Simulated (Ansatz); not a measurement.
Runs of Ansatz 0.2.0 on TaS2. The structure is trigonal, space group P-3m1 (No. 164). The conventional cell has a = 3.350 Å, b = 3.350 Å, c = 5.860 Å, α = 90.00°, β = 90.00°, γ = 120.00°. Ta (site symmetry -3m) has 6 S at 2.43 Å as nearest neighbours. S (site symmetry 3m) is surrounded by 3 Ta at 2.43 Å. 

| task | level | potentials or basis | U | cell | k mesh | cutoff (eV) | points for each segment of the path | hubbard projectors | double counting | mesh quality | gap on the mesh (eV) | pressure (GPa) | relaxed volume (Å³/atom) | largest force (eV/Å) |
| --- | --- | --- | --- | --- | --- | --- | --- | --- | --- | --- | --- | --- | --- | --- |
| band structure | PBE | PseudoDojo stringent (PBE files) | - | as given | 9 × 9 × 5 | 1796 | 14 | - | - | not flagged | none | 8.9 | - | 1.21 |
| relaxation of cell and atoms | revPBE+D4 | Ansatz PAW | - | relaxed | 9 × 9 × 5 | 420 | - | - | - | not flagged | none | 0.0 | 18.47 | - |
| relaxation of cell and atoms | revPBE+D3(BJ) | Ansatz PAW | - | relaxed | 9 × 9 × 5 | 420 | - | - | - | not flagged | none | 0.0 | 17.76 | 0.01 |
| band structure | LDA+U | Ansatz PAW | Ta d U = 6 eV | as given | 9 × 9 × 5 | 420 | 14 | ortho-atomic (the default) | fll (the default) | not flagged | none | 4.7 | - | (a) |
| single point | PBE | Ansatz PAW | - | as given | 5 × 5 × 3 | 420 | - | - | - | coarse | none | 9.5 | - | (b) |
| band structure | PBE | Ansatz PAW earlier set | - | as given | 9 × 9 × 5 | 640 | 14 | - | - | not flagged | none | 9.2 | - | 1.23 |
| band structure | PBEsol | Ansatz PAW | - | as given | 9 × 9 × 5 | 420 | 14 | - | - | not flagged | none | 4.4 | - | 0.99 |

Alike in all rows: no spin polarisation; smearing fermi-dirac 0.05 eV.

Estimate the missing entries.

(a) 0.90; (b) 1.10.

Caveats: some runs use coarse meshes; spin-orbit coupling is left out, which moves the levels of the heavy elements (some runs); this functional lacks dispersion, which binds the layers, so the pressure and a relaxed spacing across them are unreliable (some runs); the PAW data sets come from PBE, with cores solved anew for the run's functional, which leaves a small shift of forces and pressure (some runs); forces of over 1 eV/Å show positions far from the minimum, so gaps and moduli don't describe the material at rest (some runs); the plane-wave basis is chosen anew once the cell has moved, so the energies of steps on either side of that aren't comparable (some runs); U without spin polarisation on a metal has little footing (some runs).

A k mesh can miss the band edges, and the runs leave out spin-orbit coupling on Ta.

A gap of «none» marks a metal or a gap under the smearing width.

The runs don't all hold the same shells in valence.
